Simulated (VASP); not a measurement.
Here is a VASP 6.6.1 calculation.

Contents of INCAR:

```
SYSTEM = C
PREC = Accurate
ENCUT = 520
EDIFF = 1E-6
ISMEAR = 0
SIGMA = 0.03
LREAL = .False.
LASPH = .True.
NELM = 80
ALGO = Normal
ISIF = 2
LWAVE = .False.
LCHARG = .False.
LDIPOL = .True.
IDIPOL = 3
DIPOL = 0.5 0.5 0.500
GGA = PE
IBRION = 2
NSW = 80
EDIFFG = -0.02
KPAR = 4
```

Contents of KPOINTS:

```
regular mesh
0
Gamma
  12 12 1
  0 0 0
```

Contents of POSCAR:

```
C
1.0
    2.5255096500      0.0000000000      0.0000000000
   -1.2627548300      2.1871555200      0.0000000000
    0.0000000000      0.0000000000     27.8879374700
C
14
Direct
    0.0000000000      0.0000000000      0.2689334800
    0.6666666700      0.3333333300      0.2874188000
    0.6666666700      0.3333333300      0.3428747600
    0.3333333300      0.6666666700      0.3613600900
    0.3333333300      0.6666666700      0.4168160500
    0.0000000000      0.0000000000      0.4353013700
    0.0000000000      0.0000000000      0.4907573400
    0.6666666700      0.3333333300      0.5092426600
    0.6666666700      0.3333333300      0.5646986300
    0.3333333300      0.6666666700      0.5831839500
    0.3333333300      0.6666666700      0.6386399100
    0.0000000000      0.0000000000      0.6571252400
    0.0000000000      0.0000000000      0.7125812000
    0.6666666700      0.3333333300      0.7310665200
```

Potentials or basis: VASP PAW PBE potentials, release 64 (C).

Command:

```console
$ cat potpaw_PBE.64/C/POTCAR > POTCAR
$ mpirun -np 4 vasp_std > vasp.out
```

Question: Estimate the band gap on the k mesh.

Answer: None (metal or under the smearing width).

Question: Estimate the energy gained by relaxing.

Answer: 76.1 meV/atom.

Forces in eV/Å, atoms in the order of the input:
```
C    0.000  0.000 -0.009
C    0.000  0.000  0.003
C    0.000  0.000 -0.005
C    0.000  0.000 -0.005
C    0.000  0.000  0.002
C    0.000  0.000 -0.002
C    0.000  0.000 -0.006
C    0.000  0.000  0.006
C    0.000  0.000  0.002
C    0.000  0.000 -0.002
C    0.000  0.000  0.005
C    0.000  0.000  0.005
C    0.000  0.000 -0.003
C    0.000  0.000  0.009
```
